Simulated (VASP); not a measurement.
Input of a VASP 6.6.1 run:

INCAR

```
SYSTEM = CdSe
ALGO = Normal
EDIFF = 1E-7
EDIFFG = -0.01
ENCUT = 600
GGA = PS
IBRION = 2
ISIF = 3
ISMEAR = -1
IVDW = 12
LASPH = .TRUE.
LCHARG = .FALSE.
LREAL = .FALSE.
LWAVE = .FALSE.
NELM = 100
NSW = 60
PREC = Accurate
SIGMA = 0.05
```

KPOINTS

```
k-points
0
G
  7 7 4
  0 0 0
```

The input POSCAR:

```
CdSe
1.0
    4.3000000000      0.0000000000      0.0000000000
   -2.1500000000      3.7239092363      0.0000000000
    0.0000000000      0.0000000000      7.0200000000
Cd Se
2 2
Direct
    0.6666666667      0.3333333333      0.5000000000
    0.3333333333      0.6666666667      0.0000000000
    0.6666666667      0.3333333333      0.8850000000
    0.3333333333      0.6666666667      0.3850000000
```

Potentials or basis: VASP PAW PBE potentials, release 64 (Cd, Se).

The run is started by

```console
$ cat potpaw_PBE.64/Cd/POTCAR potpaw_PBE.64/Se/POTCAR > POTCAR
$ mpirun -np 1 vasp_std > vasp.out
```

Question: Predict the space group after relaxing (to 0.05 Å).

Answer: P6_3mc (No. 186).

Question: What does it give for the relaxed cell?

Answer: a = 4.262 Å, b = 4.262 Å, c = 6.967 Å, α = 90.00°, β = 90.00°, γ = 120.00°.

Question: Predict the band gap on the k mesh.

Answer: 0.59 eV, direct.

Question: What does it give for the relaxed volume?

Answer: 27.41 Å³/atom.

The path:
```tsv
step	energy change (eV)	largest force (eV/Å)	pressure (GPa)	volume (Å³)
1	0.0000	0.2750	-1.23	112.41
2	-0.0264	0.0654	0.38	108.92
3	-0.0267	0.0883	0.22	109.21
4	-0.0281	0.0354	-0.01	109.66
5	-0.0282	0.0204	-0.07	109.79
6	-0.0293	0.0191	-0.09	109.82
7	-0.0307	0.0140	-0.15	109.93
8	-0.0307	0.0092	0.18	109.30
9	-0.0309	0.0033	0.01	109.63
```

Caveat: the PAW data sets were made with another functional, which shifts forces and pressure a little.
